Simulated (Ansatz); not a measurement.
**YHg: how the settings move a single-point run**

Question: which choices in the input matter for YHg?

Method: reference: DFT, LDA, all-electron LAPW, scalar-relativistic, in Ansatz 0.2.0.

1 further run of the same task is left out (it didn't finish).

## Step 1: The system as given

It takes space group Pm-3m (No. 221, cubic). Conventional cell: a = 3.015 Å, b = 3.015 Å, c = 3.015 Å, α = 90.00°, β = 90.00°, γ = 90.00°. Y (site symmetry m-3m) is surrounded by 8 Hg at 2.61 Å. Around Hg (site symmetry m-3m) lie 8 Y at 2.61 Å.

As a file:

```
CELL_PARAMETERS angstrom
3.01510 0.00000 0.00000
0.00000 3.01510 0.00000
0.00000 0.00000 3.01510
ATOMIC_POSITIONS crystal
Y 0.50000 0.50000 0.50000
Hg 0.00000 0.00000 0.00000
```

## Step 2: The reference run

input.yaml reads:

```yaml
crystal:
  lattice:
    - [3.0151022758, 0.0, 0.0]
    - [0.0, 3.0151022758, 0.0]
    - [0.0, 0.0, 3.0151022758]
  atoms:
    - { symbol: "Y", position: [0.5, 0.5, 0.5] }
    - { symbol: Hg, position: [0.0, 0.0, 0.0] }
kpoints:
  mp_grid: { grid: [10, 10, 10] }
  band_path:
    path:
      - [0.0, 0.0, 0.0]
      - [0.0, 0.5, 0.0]
      - [0.5, 0.5, 0.0]
      - [0.0, 0.0, 0.0]
      - [0.5, 0.5, 0.5]
      - [0.0, 0.5, 0.0]
      - [0.5, 0.5, 0.5]
      - [0.5, 0.5, 0.0]
    npoints: 6
scf:
  occupations: { method: fermi_dirac, width: 0.05 }
hamiltonian:
  xc: lda
  pseudopotentials: { kind: all_electron, lapw: { basis_error: 0.001 } }
output:
  forces: true
  stress: true
  eigenvalues: true
  populations: true
```

On the command line:

```console
$ ansatz run input.yaml --threads 1 --pin off --max-ram 2048MiB --backend cpu --events-out ev --progress --plain --runs-dir out
```

## Step 3: Changed: n_extra_bands 4, dispersion d3bj, accuracy medium

input.yaml: that of step 2 with these lines changed.

```diff
@@ -23,2 +23,3 @@
   occupations: { method: fermi_dirac, width: 0.05 }
+  n_extra_bands: 4
 hamiltonian:
@@ -26,2 +27,3 @@
   pseudopotentials: { kind: all_electron, lapw: { basis_error: 0.001 } }
+  dispersion: d3bj
 output:
@@ -31 +33,2 @@
   populations: true
+accuracy: medium
```

Q: Predict the outcome of this session. Wanted: for each run, ending; energy change; pressure; gap; force.

As calculated:

```
                                                 run     ending                                     energy change  pressure (GPa)  gap (eV)  force (eV/Å)  cycles  time
                                           reference  converged                                                 0           145.2      0.00          0.00      10  18 s
1: n_extra_bands 4, dispersion d3bj, accuracy medium  converged  -800.9 meV/atom (offset of the dispersion model)           135.5      0.00          0.00      10  17 s
```

Residual by cycle in the longest SCF loop of each run; runs are numbered as in the table. The quantity is the density residual dr2, in eV.

```
cycle  reference    run 1
    1      0.974    0.974
    2     0.0375   0.0375
    3     0.0753   0.0753
    4     0.0271   0.0271
    5    0.00188  0.00188
    6     8.0e-5   8.0e-5
    7     1.8e-5   1.8e-5
    8     3.1e-7   3.1e-7
    9     7.4e-8   7.4e-8
   10     4.8e-9   4.8e-9
```

**Reading.** The energy moves by -800.9 meV/atom, nearly all of it the dispersion term itself (-800.9 meV/atom); that offset belongs to the model and is no gain or loss of stability; the pressure goes from 145.2 to 135.5 GPa. The damping parameters are borrowed, as the log notes. The structure is not at rest: the sound run finds 145 GPa, so these are no properties of the relaxed crystal. 
